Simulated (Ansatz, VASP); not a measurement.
Sb: VASP beside Ansatz

```
CELL_PARAMETERS angstrom
3.06174 0.00000 0.00000
0.00000 3.06174 0.00000
0.00000 0.00000 3.06174
ATOMIC_POSITIONS crystal
Sb 0.00000 0.00000 0.00000
```

Alike in both runs: functional PBEsol; k mesh 14 × 14 × 14; occupations gaussian, width 0.1 eV; no spin polarisation.

Ansatz relaxed the structure, and its values are those at the end. VASP's run is a single point on that final structure, the one shown.

```csv
,VASP,Ansatz
version,VASP 6.6.1,Ansatz 0.2.0
potentials or method,"VASP PAW PBE potentials, release 64 (Sb)","scalar-relativistic, plane waves, PAW"
plane-wave cutoff (eV),520,420
valence electrons in the cell,5,15
```

```tsv
	VASP	Ansatz	Ansatz less VASP
gap on the k mesh at the Fermi level (eV)	none	none	-
pressure (GPa)	0.1	0.0	-0.12
```

A gap of «none» marks a metal or a gap that the smearing closes. The two sets of potentials don't hold the same shells in valence.

Caveats: the PAW data sets were made with another functional, which shifts forces and pressure a little (VASP). Spin-orbit coupling is left out, which matters for the levels of Sb.
